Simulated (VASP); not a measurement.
Here is a VASP 6.6.1 calculation.

The input POSCAR:

```
AlN
1.0
    0.0000000000      2.1882900000      2.1882900000
    2.1882900000      0.0000000000      2.1882900000
    2.1882900000      2.1882900000      0.0000000000
Al N
1 1
Direct
    0.0000000000      0.0000000000      0.0000000000
    0.2500000000      0.2500000000      0.2500000000
```

File INCAR.step1:

```
SYSTEM = AlN
  PREC = Accurate
  ENCUT = 520
  EDIFF = 1E-5
  ISMEAR = 0
  SIGMA = 0.02
  LREAL = .FALSE.
  LASPH = .TRUE.
  NELM = 100
  ALGO = Normal
  ISIF = 2
  LWAVE = .TRUE.
  NBANDS = 11
  GGA = PE
```

INCAR.step2

```
SYSTEM = AlN
  PREC = Accurate
  ENCUT = 520
  EDIFF = 1E-7
  ISMEAR = 0
  SIGMA = 0.02
  LREAL = .FALSE.
  LASPH = .TRUE.
  NELM = 100
  ALGO = Normal
  ISIF = 2
  LWAVE = .FALSE.
  LCHARG = .TRUE.
  GGA = PE
  LHFCALC = .TRUE.
  AEXX = 0.25
  PRECFOCK = Fast
  HFRCUT = -1
  LELF = .TRUE.
  LVHAR = .TRUE.
  NBANDS = 11
  ISTART = 1
```

Contents of KPOINTS:

```
regular mesh
0
G
  6 6 6
  0 0 0
```

Potentials or basis: VASP PAW PBE potentials, release 64 (Al, N).

Run with:

```sh
$ cat potpaw_PBE.64/Al/POTCAR potpaw_PBE.64/N/POTCAR > POTCAR
$ cp INCAR.step1 INCAR
$ mpirun -np 1 vasp_std > vasp.out
$ cp INCAR.step2 INCAR
$ mpirun -np 1 vasp_std > vasp.out
```

(1) What does it give for the pressure?

(2) Estimate the band gap on the k mesh.

Results:

(1) -1.8 GPa.

(2) 5.28 eV, indirect (least direct gap 6.23 eV).

Caveat: the PAW data sets were made with another functional, which shifts forces and pressure a little.
